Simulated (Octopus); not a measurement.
## AlN: single point with PBEsol

Crystal: AlN.

```
Al N
1.0
     0.00000    2.03452    2.03452
     2.03452    0.00000    2.03452
     2.03452    2.03452    0.00000
Al N
1 1
Direct
  0.50000 0.50000 0.50000
  0.00000 0.00000 0.00000
```

Measurements of this composition are mostly on another form, of space group No. 186.

```
Program             : Octopus 16.4
Task                : single point
Functional          : PBEsol
Potentials or basis : pseudodojo_pbesol (PseudoDojo 0.4, PBEsol)
Grid spacing        : 0.131 Å
k mesh              : 11 × 11 × 11
Occupations         : fermi-dirac, width 0.05 eV
Spin                : no spin polarisation
```

```json
{
  "Band gap on the k mesh": "4.54 eV, indirect (least direct gap 5.40 eV)"
}
```

Levels at points of the mesh, in eV from the valence-band top:
| k point | band 1 | band 2 | band 3 | band 4 | band 5 | band 6 | band 7 | band 8 |
| --- | --- | --- | --- | --- | --- | --- | --- | --- |
| (0.00, 0.00, 0.00) | -17.37 | 0.00 | 0.00 | 0.00 | 5.40 | 12.02 | 12.02 | 18.43 |

Wall time 2.4 min on 1 thread of Arm Neoverse V2 (shared host), peak memory 0.54 GiB.

Caveat: an odd mesh through Γ misses points on the zone boundary, where band edges often lie. Expect the measured gap to be larger: semilocal functionals such as PBEsol lack the derivative discontinuity.
